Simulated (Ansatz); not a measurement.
Relaxed sheet of BN:

```
CELL_PARAMETERS angstrom
2.50875 0.00144 0.00000
1.25312 2.17337 0.00000
0.00000 0.00000 26.00000
ATOMIC_POSITIONS crystal
B 0.49998 0.49998 0.50000
N 0.83332 0.83332 0.50000
```

All numbers below come from DFT PBE+D3(BJ), scalar-relativistic, plane waves, PAW (Ansatz). Settings: cutoff 420 eV, Γ-centred mesh 10×10×1 on the computed 2-atom cell, Gaussian smearing of 0.02 eV; no spin polarisation. No periodic images along c.

Atoms relax at each strain; stress is positive in compression. Unstrained: gap 4.87 eV, thickness 0.000 Å.

Problem. Which strain in the plane gives ΔE (meV/cell) = 114.0, σxx (N/m) = -2.53, σyy (N/m) = -12.85?

Solution. Strain along y (x held) of +5 %. Stress that grows in proportion gives ΔE = ½σεA, with A = 5.45 Å² unstrained, so ε is about +5.2 %; negative stress means stretching. The gap is then 4.50 eV.

The reference crystal is a form of BN, which isn't its usual structure.